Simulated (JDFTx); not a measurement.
WC (Qusongite):

```
W C
1.0
     2.90650    0.00000    0.00000
    -1.45325    2.51710    0.00000
     0.00000    0.00000    2.83660
W C
1 1
Direct
  0.00000 0.00000 0.00000
  0.66667 0.33333 0.50000
```

Below is the output of JDFTx 1.7.0 (patched build) for this cell. Logs are shortened: lines on timing, memory, paths and dates and some standing lists are left out, and cuts for length are marked.

```text
*************** JDFTx 1.7.0 (patched build) ***************

Input parsed successfully to the following command list (including defaults):
[... the input with its defaults ...]

---------- Initializing the Grid ----------
R =
[      5.49249     -2.74624            0  ]
[            0      4.75663            0  ]
[            0            0       5.3604  ]
unit cell volume = 140.044
G =
[    1.14396   0.660465         -0  ]
[          0    1.32093          0  ]
[          0         -0    1.17215  ]
Minimum fftbox size, Smin = [  48  48  44  ]
Chosen fftbox size, S = [  48  48  48  ]

---------- Initializing tighter grid for wavefunction operations ----------
R =
[      5.49249     -2.74624            0  ]
[            0      4.75663            0  ]
[            0            0       5.3604  ]
unit cell volume = 140.044
G =
[    1.14396   0.660465         -0  ]
[          0    1.32093          0  ]
[          0         -0    1.17215  ]
Minimum fftbox size, Smin = [  32  32  32  ]
Chosen fftbox size, S = [  32  32  32  ]

---------- Exchange Correlation functional ----------
Initalized PBE GGA exchange.
Initalized PBE GGA correlation.

---------- Setting up pseudopotentials ----------
Width of ionic core gaussian charges (only for fluid interactions / plotting) set to 0

Reading pseudopotential file 'pseudo/W.upf':
  'W' pseudopotential, 'PBE' functional
  Generated using ONCVPSP code by D. R. Hamann
  14 valence electrons, 4 orbitals, 8 projectors, 1001 radial grid points, with lMax = 3
    5S    l: 0   occupation:  2.0   eigenvalue: -2.905892
    5P    l: 1   occupation:  6.0   eigenvalue: -1.587650
    5D    l: 2   occupation:  4.0   eigenvalue: -0.164649
    6S    l: 0   occupation:  2.0   eigenvalue: -0.209951
  Core radius for overlap checks: 2.00 bohrs.

Reading pseudopotential file 'pseudo/C.upf':
  'C' pseudopotential, 'PBE' functional
  Generated using ONCVPSP code by D. R. Hamann
  4 valence electrons, 2 orbitals, 4 projectors, 1001 radial grid points, with lMax = 1
    2S    l: 0   occupation:  2.0   eigenvalue: -0.505335
    2P    l: 1   occupation:  2.0   eigenvalue: -0.194238
  Core radius for overlap checks: 1.21 bohrs.

Initialized 2 species with 2 total atoms.

Folded 50 k-points by 1x1x1 to 50 k-points.

---------- Setting up k-points, bands, fillings ----------
No reducable k-points.
Computing the number of bands and number of electrons
Calculating initial fillings.
nElectrons:  18.000000   nBands: 15   nStates: 50

----- Setting up reduced wavefunction bases (one per k-point) -----
average nbasis = 1756.800 , ideal nbasis = 1756.046

---------- Setting up ewald sum ----------
Optimum gaussian width for ewald sums = 1.845697 bohr.
Real space sum over 1331 unit cells with max indices [  5  5  5  ]
Reciprocal space sum over 2197 terms with max indices [  6  6  6  ]

---------- Allocating electronic variables ----------
Reading n from file 'run.n' ... done
Initializing wave functions:  linear combination of atomic orbitals
Note: number of bands (15) exceeds available atomic orbitals (14)

----------- Band structure minimization -------------
Minimization will be done independently for each quantum number.

---- Minimization of quantum number:     0  [ +0.0000000 +0.0000000 +0.0000000 ]  0.040000000 ----
BandDavidson: Iter:   0  Eband: +0.222509342946923
BandDavidson: Iter:   1  Eband: +0.201320130755895  dEband: -2.118921e-02
BandDavidson: Iter:   2  Eband: +0.196490753310587  dEband: -4.829377e-03
BandDavidson: Iter:   3  Eband: +0.196108684070540  dEband: -3.820692e-04
[... 654 lines of inner loops ...]
BandDavidson: Iter:   8  Eband: +0.208511375316218  dEband: -1.642495e-06
BandDavidson: Iter:   9  Eband: +0.208510780747851  dEband: -5.945684e-07
BandDavidson: Converged (dEband<1.000000e-06)
	FillingsUpdate:  mu: +0.761867321  nElectrons: 18.000000
WARNING: these k-points are no uniform mesh, so that mu and the fillings of partly filled bands are only those of these points: take mu from the calculation that made the density or potential.

Dumping 'bands.eigStats' ...
	eMin: -1.964974 at state 14 ( [ +0.000000 +0.000000 +0.000000 ] spin 0 )
	HOMO: +0.761070 at state 17 ( [ +0.000000 +0.000000 +0.300000 ] spin 0 )
	mu  : +0.761867
	LUMO: +0.762107 at state 7 ( [ +0.388889 +0.222222 +0.000000 ] spin 0 )
	eMax: +1.341246 at state 16 ( [ +0.000000 +0.000000 +0.200000 ] spin 0 )
	HOMO-LUMO gap: +0.001037
	Optical gap  : +0.027514 at state 9 ( [ +0.277778 +0.277778 +0.000000 ] spin 0 )
Done!
[note: mu, HOMO and LUMO in a band run belong to the points of the path alone and aren't those of the crystal]
```

**Question.** Write the input and the command behind it.

**Answer.** Band structure with PBE, no spin polarisation. The files as run (others can give the same):

bands.in
```
lattice \
    5.4924889812    -2.7462444906     0.0000000000 \
    0.0000000000     4.7566349877     0.0000000000 \
    0.0000000000     0.0000000000     5.3603971251
coords-type Cartesian
ion W      0.0000000000     0.0000000000     0.0000000000 1
ion C      2.7462444909     1.5855449958     2.6801985626 1

ion-species pseudo/W.upf
ion-species pseudo/C.upf
elec-cutoff 41 328
elec-ex-corr gga-PBE
elec-smearing Fermi 0.0018374661
elec-n-bands 15
electronic-minimize nIterations 30 energyDiffThreshold 1e-06
davidson-band-ratio 1.3
forces-output-coords Cartesian
include path.kpoints
symmetries none
fix-electron-density run.$VAR

dump-name bands.$VAR
dump End Ecomponents EigStats BandEigs Kpoints Forces
```

path.kpoints
```
kpoint +0.0000000000 +0.0000000000 +0.0000000000 0.020000000000
kpoint +0.1000000000 +0.0000000000 +0.0000000000 0.020000000000
kpoint +0.2000000000 +0.0000000000 +0.0000000000 0.020000000000
kpoint +0.3000000000 +0.0000000000 +0.0000000000 0.020000000000
kpoint +0.4000000000 +0.0000000000 +0.0000000000 0.020000000000
kpoint +0.5000000000 +0.0000000000 +0.0000000000 0.020000000000
kpoint +0.4444444444 +0.1111111111 +0.0000000000 0.020000000000
kpoint +0.3888888889 +0.2222222222 +0.0000000000 0.020000000000
kpoint +0.3333333333 +0.3333333333 +0.0000000000 0.020000000000
kpoint +0.2777777778 +0.2777777778 +0.0000000000 0.020000000000
kpoint +0.2222222222 +0.2222222222 +0.0000000000 0.020000000000
kpoint +0.1666666667 +0.1666666667 +0.0000000000 0.020000000000
kpoint +0.1111111111 +0.1111111111 +0.0000000000 0.020000000000
kpoint +0.0555555556 +0.0555555556 +0.0000000000 0.020000000000
kpoint +0.0000000000 +0.0000000000 +0.0000000000 0.020000000000
kpoint +0.0000000000 +0.0000000000 +0.1000000000 0.020000000000
kpoint +0.0000000000 +0.0000000000 +0.2000000000 0.020000000000
kpoint +0.0000000000 +0.0000000000 +0.3000000000 0.020000000000
kpoint +0.0000000000 +0.0000000000 +0.4000000000 0.020000000000
kpoint +0.0000000000 +0.0000000000 +0.5000000000 0.020000000000
kpoint +0.0833333333 +0.0000000000 +0.5000000000 0.020000000000
kpoint +0.1666666667 +0.0000000000 +0.5000000000 0.020000000000
kpoint +0.2500000000 +0.0000000000 +0.5000000000 0.020000000000
kpoint +0.3333333333 +0.0000000000 +0.5000000000 0.020000000000
kpoint +0.4166666667 +0.0000000000 +0.5000000000 0.020000000000
kpoint +0.5000000000 +0.0000000000 +0.5000000000 0.020000000000
kpoint +0.4444444444 +0.1111111111 +0.5000000000 0.020000000000
kpoint +0.3888888889 +0.2222222222 +0.5000000000 0.020000000000
kpoint +0.3333333333 +0.3333333333 +0.5000000000 0.020000000000
kpoint +0.2916666667 +0.2916666667 +0.5000000000 0.020000000000
kpoint +0.2500000000 +0.2500000000 +0.5000000000 0.020000000000
kpoint +0.2083333333 +0.2083333333 +0.5000000000 0.020000000000
kpoint +0.1666666667 +0.1666666667 +0.5000000000 0.020000000000
kpoint +0.1250000000 +0.1250000000 +0.5000000000 0.020000000000
kpoint +0.0833333333 +0.0833333333 +0.5000000000 0.020000000000
kpoint +0.0416666667 +0.0416666667 +0.5000000000 0.020000000000
kpoint +0.0000000000 +0.0000000000 +0.5000000000 0.020000000000
kpoint +0.5000000000 +0.0000000000 +0.5000000000 0.020000000000
kpoint +0.5000000000 +0.0000000000 +0.4000000000 0.020000000000
kpoint +0.5000000000 +0.0000000000 +0.3000000000 0.020000000000
kpoint +0.5000000000 +0.0000000000 +0.2000000000 0.020000000000
kpoint +0.5000000000 +0.0000000000 +0.1000000000 0.020000000000
kpoint +0.5000000000 +0.0000000000 +0.0000000000 0.020000000000
kpoint +0.3333333333 +0.3333333333 +0.0000000000 0.020000000000
kpoint +0.3333333333 +0.3333333333 +0.0833333333 0.020000000000
kpoint +0.3333333333 +0.3333333333 +0.1666666667 0.020000000000
kpoint +0.3333333333 +0.3333333333 +0.2500000000 0.020000000000
kpoint +0.3333333333 +0.3333333333 +0.3333333333 0.020000000000
kpoint +0.3333333333 +0.3333333333 +0.4166666667 0.020000000000
kpoint +0.3333333333 +0.3333333333 +0.5000000000 0.020000000000
```

Potentials or basis: PseudoDojo-SR-PBE-0.4.1-standard with smoothed tails.
Launch:
```bash
$ jdftx -c 1 -i bands.in -o bands.out
```

Caveat: spin-orbit coupling is left out, which moves the levels of the heavy elements.
